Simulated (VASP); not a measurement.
# PtS2 (C2/m) in VASP: further runs, part 2 of 2

VASP 6.6.1. Earlier steps stand in the parts before.

## Step 3: Single point, PBE+U, collinear spin, ferromagnetic start

Contents of INCAR:

```
ALGO     = Normal         # electronic algorithm
EDIFF    = 1E-6           # SCF threshold, eV
ENCUT    = 520            # plane-wave cutoff, eV
GGA      = PE             # functional
ISIF     = 2              # what is computed and relaxed
ISMEAR   = 0              # smearing method
ISPIN    = 2              # spin polarisation
LASPH    = True           # aspherical terms in the spheres
LCHARG   = True           # write CHGCAR
LDAU     = True           # DFT+U
LDAUJ    = 0 0          
LDAUL    = 2 -1           # shell
LDAUPRINT= 1            
LDAUTYPE = 2            
LDAUU    = 6 0            # U, eV
LELF     = True           # ELF
LMAXMIX  = 4              # l up to which the mixer works
LORBIT   = 11             # projections on sites
LREAL    = False          # projectors in reciprocal space
LVHAR    = True         
LWAVE    = False          # write WAVECAR
MAGMOM   = 0.5 0 0        # initial moments
NBANDS   = 22             # bands
NELM     = 60             # most SCF steps
NUPDOWN  = 3              # fixed moment
PREC     = Accurate       # precision mode
SIGMA    = 0.05           # smearing width, eV
```

Contents of KPOINTS:

```
k-points
0
Gamma
  6 6 4
```

Contents of POSCAR:

```
PtS2
1.0
    3.1165126000     -1.9104842100      0.0000000000
    3.1165126000      1.9104842100      0.0000000000
   -0.0030682400      0.0000000000      4.3949362900
Pt S
1 2
Direct
    0.0000000000      0.0000000000      0.0000000000
    0.6879000000      0.6879000000      0.2889000000
    0.3121000000      0.3121000000      0.7111000000
```

Potentials or basis: VASP PAW PBE potentials, release 64 (Pt, S).

Run with:

```console
$ cat potpaw_PBE.64/Pt/POTCAR potpaw_PBE.64/S/POTCAR > POTCAR
$ mpirun -np 1 vasp_std > vasp.out
```

OUTCAR:

```text
EDIFF = 1E-6
   ENCUT = 520
   GGA = PE
   ISIF = 2
   ISMEAR = 0
   ISPIN = 2
   LASPH = True
   LORBIT = 11
   LREAL = False
   NELM = 60
   NUPDOWN = 3
   PREC = Accurate

 ion  position               nearest neighbor table
   1  0.000  0.000  0.000-   2 2.32   3 2.32   2 2.58   2 2.58   3 2.58   3 2.58
   2  0.688  0.688  0.289-   1 2.32   1 2.58   1 2.58   3 2.77   3 2.77
   3  0.312  0.312  0.711-   1 2.32   1 2.58   1 2.58   2 2.77   2 2.77

  LATTYP: Found a base centered monoclinic cell.
 ALAT       =     6.2330252000
 B/A-ratio  =     0.6130198896
 C/A-ratio  =     0.7051050204
 COS(beta)  =    -0.0006981305

  Lattice vectors:

 A1 = (   3.1165126000,  -1.9104842100,   0.0000000000)
 A2 = (   3.1165126000,   1.9104842100,   0.0000000000)
 A3 = (  -0.0030682400,   0.0000000000,   4.3949362900)

Analysis of symmetry for initial positions (statically):
=====================================================================
 Subroutine PRICEL returns:
 Original cell was already a primitive cell.

 Routine SETGRP: Setting up the symmetry group for a
 base centered monoclinic supercell.

 Subroutine GETGRP returns: Found  4 space group operations
 (whereof  4 operations were pure point group operations)
 out of a pool of  4 trial point group operations.

The static configuration has the point symmetry C_2h.

Analysis of symmetry for dynamics (positions and initial velocities):
=====================================================================
 Subroutine PRICEL returns:
 Original cell was already a primitive cell.

 Routine SETGRP: Setting up the symmetry group for a
 base centered monoclinic supercell.

 Subroutine GETGRP returns: Found  4 space group operations
 (whereof  4 operations were pure point group operations)
 out of a pool of  4 trial point group operations.

The dynamic configuration has the point symmetry C_2h.

Analysis of structural, dynamic, and magnetic symmetry:
=====================================================================
 Subroutine PRICEL returns:
 Original cell was already a primitive cell.

 Routine SETGRP: Setting up the symmetry group for a
 base centered monoclinic supercell.

 Subroutine GETGRP returns: Found  4 space group operations
 (whereof  4 operations were pure point group operations)
 out of a pool of  4 trial point group operations.

The overall configuration has the point symmetry C_2h.

 Subroutine INISYM returns: Found  4 space group operations
 (whereof  4 operations are pure point group operations),
 and found     1 'primitive' translations

----------------------------------------------------------------------------------------

                                     Primitive cell

  volume of cell :      52.3353

[... 120 lines left out ...]
   LHFCALC =     F    Hartree Fock is set to
   AEXX    =    0.0000 exact exchange contribution
   IVDW    =     0    specifies the selected vdW correction
   LEPSILON=     F    determine dielectric tensor
   LRPA    =     F    only Hartree local field effects (RPA)
 spin polarized calculation
 Gauss-broadening in eV      SIGMA  =   0.05
  energy-cutoff  :      520.00
  volume of cell :       52.34
 maximum number of plane-waves:      1429
   NGX = 13   NGY = 13   NGZ = 17

atom =   1  type =  1  l = 2

 onsite density matrix

spin component  1

  0.9753  0.0200  0.0000  0.0000  0.0000
  0.0200  0.9827  0.0000  0.0000  0.0000
  0.0000  0.0000  0.9573 -0.0035  0.0002
  0.0000  0.0000 -0.0035  0.9568  0.0009
  0.0000  0.0000  0.0002  0.0009  0.9526

spin component  2

  0.7302 -0.2206  0.0000  0.0000  0.0000
 -0.2206  0.6261  0.0000  0.0000  0.0000
  0.0000  0.0000  0.9045  0.0298 -0.0029
  0.0000  0.0000  0.0298  0.7103  0.1427
  0.0000  0.0000 -0.0029  0.1427  0.8059

 occupancies and eigenvectors

  o =  0.4515  v =  0.0000  0.0000  0.0000  0.0000  0.0000 -0.6206 -0.7841  0.0000  0.0000  0.0000      0.0000  0.0000  0.0000  0.0000  0.0000  0.0000  0.0000  0.0000  0.0000  0.0000
  o =  0.6053  v =  0.0000  0.0000  0.0000  0.0000  0.0000  0.0000  0.0000  0.0865 -0.8111  0.5784      0.0000  0.0000  0.0000  0.0000  0.0000  0.0000  0.0000  0.0000  0.0000  0.0000
  o =  0.8926  v =  0.0000  0.0000  0.0000  0.0000  0.0000  0.0000  0.0000 -0.7259  0.3464  0.5943      0.0000  0.0000  0.0000  0.0000  0.0000  0.0000  0.0000  0.0000  0.0000  0.0000
  o =  0.9048  v =  0.0000  0.0000  0.0000  0.0000  0.0000 -0.7841  0.6206  0.0000  0.0000  0.0000      0.0000  0.0000  0.0000  0.0000  0.0000  0.0000  0.0000  0.0000  0.0000  0.0000
  o =  0.9227  v =  0.0000  0.0000  0.0000  0.0000  0.0000  0.0000  0.0000 -0.6824 -0.4713 -0.5588      0.0000  0.0000  0.0000  0.0000  0.0000  0.0000  0.0000  0.0000  0.0000  0.0000
  o =  0.9521  v =  0.0000  0.0000 -0.3021 -0.3951  0.8675  0.0000  0.0000  0.0000  0.0000  0.0000      0.0000  0.0000  0.0000  0.0000  0.0000  0.0000  0.0000  0.0000  0.0000  0.0000
  o =  0.9539  v =  0.0000  0.0000  0.6206  0.6093  0.4936  0.0000  0.0000  0.0000  0.0000  0.0000      0.0000  0.0000  0.0000  0.0000  0.0000  0.0000  0.0000  0.0000  0.0000  0.0000
  o =  0.9587  v = -0.7684  0.6399  0.0000  0.0000  0.0000  0.0000  0.0000  0.0000  0.0000  0.0000      0.0000  0.0000  0.0000  0.0000  0.0000  0.0000  0.0000  0.0000  0.0000  0.0000
  o =  0.9606  v =  0.0000  0.0000 -0.7236  0.6875  0.0611  0.0000  0.0000  0.0000  0.0000  0.0000      0.0000  0.0000  0.0000  0.0000  0.0000  0.0000  0.0000  0.0000  0.0000  0.0000
  o =  0.9993  v =  0.6399  0.7684  0.0000  0.0000  0.0000  0.0000  0.0000  0.0000  0.0000  0.0000      0.0000  0.0000  0.0000  0.0000  0.0000  0.0000  0.0000  0.0000  0.0000  0.0000

 number of electron      21.9999995 magnetization       3.0000249

 Free energy of the ion-electron system (eV)
  ---------------------------------------------------
  ext. energy  EPLUGINS =         0.00000000
  ---------------------------------------------------
  free energy    TOTEN  =        -8.42776476 eV

  energy without entropy =       -8.42456387  energy(sigma->0) =       -8.42616431

 E-fermi :   5.5937     XC(G=0): -11.0387

 val. band max:        8.1636120198   @ k =   0.5000   0.1667   0.5000
 cond. band min:       5.6164677363   @ k =  -0.3333   0.3333   0.0000
 fundamental gap:     -2.5471442835
 Fermi energy:         8.1724997844

 spin component 1

 k-point     1 :       0.0000    0.0000    0.0000
  band No.  band energies     occupation
      1      -8.5167      1.00000
      2      -4.8050      1.00000
      3      -0.7134      1.00000
      4      -0.5018      1.00000
      5      -0.3193      1.00000
      6       1.8244      1.00000
[... 1193 lines left out ...]
     21      20.2560      0.00000
     22      21.6532      0.00000

 [... further k-points ...]

------------------------ aborting loop because EDIFF is reached ----------------------------------------

  FORCE on cell =-STRESS in cart. coord.  units (eV):
  Direction    XX          YY          ZZ          XY          YZ          ZX
  --------------------------------------------------------------------------------------
  -------------------------------------------------------------------------------------
  Total        2.1495620      0.8201748      3.1601987      0.0000000      0.0000000     -0.8596936
  in kB       65.8060223     25.1085748     96.7453383      0.0000000      0.0000000    -26.3183914
  external PRESSURE =      62.5533118 kB  Pullay stress =       0.0000000 kB

 VOLUME and BASIS-vectors are now :
 -----------------------------------------------------------------------------
  energy-cutoff  :      520.00
  volume of cell :       52.34
      direct lattice vectors                 reciprocal lattice vectors
     3.116512600 -1.910484210  0.000000000     0.160435738 -0.261713757  0.000112005
     3.116512600  1.910484210  0.000000000     0.160435738  0.261713757  0.000112005
    -0.003068240  0.000000000  4.394936290     0.000000000  0.000000000  0.227534584

 POSITION                                       TOTAL-FORCE (eV/Angst)
 -----------------------------------------------------------------------------------
      0.00000      0.00000      0.00000        -0.000000      0.000000      0.000000
      4.28681      0.00000      1.26970        -0.456382      0.000000     -0.233650
      1.94315      0.00000      3.12524         0.456382      0.000000      0.233650
 -----------------------------------------------------------------------------------
    total drift:                               -0.000000      0.000000      0.000000

  FREE ENERGIE OF THE ION-ELECTRON SYSTEM (eV)
  ---------------------------------------------------
  free  energy   TOTEN  =        -8.4277647616 eV

  energy  without entropy=       -8.4245638664  energy(sigma->0) =       -8.42616431

 total charge

# of ion       s       p       d       tot
------------------------------------------
    1        0.614   0.520   8.533   9.667
    2        1.379   2.199   0.000   3.578
    3        1.379   2.199   0.000   3.578
--------------------------------------------------
tot          3.371   4.919   8.533  16.822

 magnetization (x)

# of ion       s       p       d       tot
------------------------------------------
    1        0.022   0.092   1.042   1.155
    2        0.055   0.580   0.000   0.634
    3        0.055   0.580   0.000   0.634
--------------------------------------------------
tot          0.131   1.252   1.042   2.424
```

Wall time 1.9 min (1 thread of Intel Xeon Platinum 8259CL at 2.50GHz (Skylake/Cascade Lake), shared host); peak memory 0.24 GiB.

What came out:

```yaml
Free_energy: -8.4278 eV
Pressure: 6.3 GPa
Largest_force: 0.513 eV/Å
Net_moment: 3.00 μB per cell
Site_moments: Pt +1.16; S +0.63 μB
Valence_electrons_inside_the_program's_atomic_spheres: Pt 9.67; S 3.58
```

Forces on the atoms (eV/Å):
```
Pt   0.000  0.000  0.000
S   -0.456  0.000 -0.234
S    0.456  0.000  0.234
```

Eigenvalues of the final occupation matrices:
```
    site  spin  trace               eigenvalues
site 1 d     1   4.82  0.95 0.95 0.96 0.96 1.00
site 1 d     2   3.78  0.45 0.61 0.89 0.90 0.92
```

Caveat: the moment is held away from its start; the total moment is fixed, so each spin has its own Fermi level. Spin-orbit coupling is left out, which matters for the levels of Pt.

## Step 4: Single point, LDA+U, collinear spin, ferromagnetic start

Contents of INCAR:

```
SYSTEM = PtS2
ALGO = Normal
EDIFF = 1E-7
ENCUT = 520
ISIF = 2
ISMEAR = 0
ISPIN = 2
LASPH = .True.
LCHARG = .False.
LDAU = .True.
LDAUJ = 0 0
LDAUL = 2 -1
LDAUPRINT = 1
LDAUTYPE = 2
LDAUU = 3 0
LMAXMIX = 4
LORBIT = 11
LREAL = .False.
LWAVE = .False.
MAGMOM = 0.5 0 0
NELM = 60
PREC = Accurate
SIGMA = 0.05
```

Contents of KPOINTS:

```
k-points
0
Gamma
  6 6 4
  0 0 0
```

POSCAR is that of step 3.

Potentials or basis: VASP PAW LDA potentials, release 64 (Pt, S).

Run with:

```console
$ cat potpaw_LDA.64/Pt/POTCAR potpaw_LDA.64/S/POTCAR > POTCAR
$ mpirun -np 1 vasp_std > vasp.out
```

It took 55 s on 1 thread of Intel Xeon Platinum 8259CL at 2.50GHz (Skylake/Cascade Lake), shared host; peak memory 0.2 GiB.

The run converged. Its results:

* Free energy: -15.5300 eV
* Pressure: -13.6 GPa
* Largest force: 1.465 eV/Å
* Band gap on the k mesh: none (metal or under the smearing width)
* Net moment: 0.00 μB per cell
* Valence electrons inside the program's atomic spheres: Pt 9.44; S 3.55

Forces on the atoms (eV/Å):
```
Pt   0.000  0.000  0.000
S   -0.783  0.000 -1.238
S    0.783  0.000  1.238
```

Stress tensor (GPa, compression positive):
```
 -9.96   0.00  -5.91
  0.00 -21.70   0.00
 -5.91   0.00  -9.15
```

Levels at points of the mesh, in eV from the Fermi level:
Spin up:
```csv
k point,band 8,band 9,band 10,band 11,band 12,band 13,band 14,band 15
"(0.00, 0.00, 0.00)",-2.29,-1.35,-0.54,0.02,0.52,1.11,3.87,4.80
"(0.50, 0.00, 0.00)",-3.40,-3.17,-2.66,-2.66,0.41,2.72,6.23,7.33
"(0.50, 0.50, 0.00)",-3.62,-3.46,-2.56,-2.50,1.26,2.32,5.43,6.39
"(0.00, 0.00, 0.50)",-2.71,-2.40,-1.81,-1.65,2.27,2.48,5.95,6.98
"(0.50, 0.00, 0.50)",-3.10,-3.01,-2.07,-0.29,0.39,1.96,4.98,5.38
"(0.50, 0.50, 0.50)",-3.45,-2.80,-2.24,-1.54,-0.15,1.52,6.07,6.24
```
Spin down:
```tsv
k point	band 9	band 10	band 11	band 12	band 13	band 14
(0.00, 0.00, 0.00)	-1.35	-0.54	0.02	0.52	1.11	3.87
(0.50, 0.00, 0.00)	-3.17	-2.66	-2.66	0.41	2.72	6.23
(0.50, 0.50, 0.00)	-3.46	-2.56	-2.50	1.26	2.32	5.43
(0.00, 0.00, 0.50)	-2.40	-1.81	-1.65	2.27	2.48	5.95
(0.50, 0.00, 0.50)	-3.01	-2.07	-0.29	0.39	1.96	4.98
(0.50, 0.50, 0.50)	-2.80	-2.24	-1.54	-0.15	1.52	6.07
```

Eigenvalues of the final occupation matrices:
```tsv
site	spin	trace	eigenvalues
site 1 d	1	4.13	0.67 0.72 0.91 0.91 0.91
site 1 d	2	4.13	0.67 0.72 0.91 0.91 0.91
```

Caveat: forces of over 1 eV/Å show positions far from the minimum, so gaps and moduli don't describe the material at rest. The state reached can hang on the start; a lower one may exist.

## Step 5: Summary

| level | potentials or basis | spin | U | fixed moment (μB) | gap on the mesh (eV) | pressure (GPa) | moment (μB) | largest force (eV/Å) |
| --- | --- | --- | --- | --- | --- | --- | --- | --- |
| PBE+U | VASP PAW PBE potentials, release 64 (Pt, S) | collinear, random start | Pt d U = 6 eV | - | none | -7.5 | 0.00 | 1.26 |
| PBE+U | VASP PAW PBE potentials, release 64 (Pt, S) | collinear, ferromagnetic start | Pt d U = 6 eV | 3 | - | 6.3 | 3.00 | 0.51 |
| LDA+U | VASP PAW LDA potentials, release 64 (Pt, S) | collinear, ferromagnetic start | Pt d U = 3 eV | - | none | -13.6 | 0.00 | 1.46 |

Alike in all rows: task single point; cell as given; k mesh 6 × 6 × 4; cutoff (eV) 520; smearing gaussian 0.05 eV.

Caveats: forces of over 1 eV/Å show positions far from the minimum, so gaps and moduli don't describe the material at rest (some runs); the moment is held away from its start (some runs); the total moment is fixed, so each spin has its own Fermi level (some runs).

Total energies depend on the potentials used, so only differences within one code and one set of settings carry meaning.
